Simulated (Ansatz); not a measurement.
Si2Mo:

```
Mo Si
1.0
    -1.60000    1.60000    3.93050
     1.60000   -1.60000    3.93050
     1.60000    1.60000   -3.93050
Mo Si
1 2
Direct
  0.00000 0.00000 0.00000
  0.66700 0.66700 0.00000
  0.33300 0.33300 0.00000
```

Base run:

- Program: Ansatz 0.2.0
- Functional: PBE
- Potentials or basis: all-electron LAPW, scalar-relativistic
- Cutoff: 205 eV
- Density cutoff: 819 eV
- Basis error allowed: 0.002 eV/atom
- k mesh: 12 × 12 × 12
- Occupations: fermi-dirac, width 0.05 eV
- Spin: no spin polarisation

Its results: pressure 2.3 GPa; largest force 0.279 eV/Å.

Problem. The run is repeated on the same cell with these changes: functional from PBE to LDA. What comes out?

Solution. Pressure -6.1 GPa; largest force 0.375 eV/Å.

LDA binds more tightly than PBE, so the same cell stands under less pressure.

Not every run made on this cell is shown here.
